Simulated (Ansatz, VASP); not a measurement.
Two plane-wave programs on MgS

Contents of INCAR:

```
ALGO = Normal
EDIFF = 1E-6
ENCUT = 520
GGA = PE
ISIF = 2
ISMEAR = -1
LASPH = T
LCHARG = F
LREAL = F
LWAVE = F
NBANDS = 11
NELM = 100
PREC = Accurate
SIGMA = 0.02
```

Contents of KPOINTS:

```
k-points
0
Gamma
  8 8 8
```

The input POSCAR:

```
MgS
1.0
    0.0333446951      2.8359127679      2.8359127679
    2.8359127679      0.0333446951      2.8359127679
    2.8359127679      2.8359127679      0.0333446951
Mg S
1 1
Direct
    0.0011245605      0.0011245605      0.0011245605
    0.2488754395      0.2488754395      0.2488754395
```

Input for Ansatz:

```yaml
crystal:
  lattice:
    - [0.0333446951, 2.8359127679, 2.8359127679]
    - [2.8359127679, 0.0333446951, 2.8359127679]
    - [2.8359127679, 2.8359127679, 0.0333446951]
  atoms:
    - { symbol: Mg, position: [0.0011245605, 0.0011245605, 0.0011245605] }
    - { symbol: S, position: [0.2488754395, 0.2488754395, 0.2488754395] }
kpoints:
  mp_grid: { grid: [8, 8, 8] }
  band_path:
    path:
      - [0.0, 0.0, 0.0]
      - [-0.5, -0.5, 0.0]
      - [-0.375, -0.375, 0.25]
      - [-0.375, 0.0, 0.375]
      - [0.0, 0.0, 0.5]
      - [-0.5, -0.25, 0.25]
    npoints: 1
hamiltonian:
  xc: pbe
scf:
  occupations: { method: fermi_dirac, width: 0.02 }
  n_extra_bands: 4
output:
  forces: true
  stress: true
  eigenvalues: true
```

Change from the starting cell: epitaxial_111 strain -1.0%.

Alike in both runs: task single point; functional PBE; k mesh 8 × 8 × 8; occupations fermi-dirac, width 0.02 eV; no spin polarisation.

|  | VASP | Ansatz |
| --- | --- | --- |
| version | VASP 6.6.1 | Ansatz 0.2.0 |
| potentials or method | VASP PAW PBE potentials, release 64 (Mg, S) | plane waves, PAW |
| plane-wave cutoff (eV) | 520 | 420 |
| valence electrons in the cell | 8 | 16 |

|  | VASP | Ansatz | Ansatz less VASP |
| --- | --- | --- | --- |
| gap on the k mesh at the Fermi level (eV) | 3.48 | 3.49 | +0.008 |
| pressure (GPa) | 1.7 | 1.8 | +0.15 |
| largest component of the traceless stress (GPa) | 0.36 | 0.36 | -0.003 |

The two sets of potentials don't hold the same shells in valence.

A k mesh can miss the band edges.
